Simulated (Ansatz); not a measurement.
Crystal: SiC (Moissanite 3C).

```
CELL_PARAMETERS angstrom
0.00000 2.17900 2.17900
2.17900 0.00000 2.17900
2.17900 2.17900 0.00000
ATOMIC_POSITIONS crystal
Si 0.00000 0.00000 0.00000
C 0.75000 0.75000 0.75000
```

- Program: Ansatz 0.2.0
- Task: single point
- Functional: PBE
- Potentials or basis: Ansatz PAW
- Cutoff: 420 eV (not typed: the program's choice for these potentials)
- k mesh: 10 × 10 × 10
- Occupations: fermi-dirac, width 0.05 eV
- Spin: no spin polarisation

On this cell: pressure 3.3 GPa; largest force zero by symmetry; band gap on the k mesh 1.36 eV, indirect (least direct gap 4.55 eV).

The same run follows on a disturbed copy (atoms moved at random, drawn with an rms of 0.05 Å):

```
Si C
1.0
     0.00000    2.17900    2.17900
     2.17900    0.00000    2.17900
     2.17900    2.17900    0.00000
Si C
1 1
Direct
  0.02300 0.97553 0.99719
  0.78305 0.74500 0.74190
```

Problem. What changes?

Solution. The energy moves by +25.7 meV/atom; pressure 3.9 GPa; largest force 1.452 eV/Å; band gap on the k mesh 1.04 eV, indirect (least direct gap 4.38 eV).

Forces in eV/Å, atoms in the order of the input:
```
Si   0.646  0.340  1.255
C   -0.646 -0.340 -1.255
```

Stress tensor (GPa, compression positive):
```
4.05 4.30 1.28
4.30 4.21 2.24
1.28 2.24 3.46
```

A k mesh can miss the band edges.
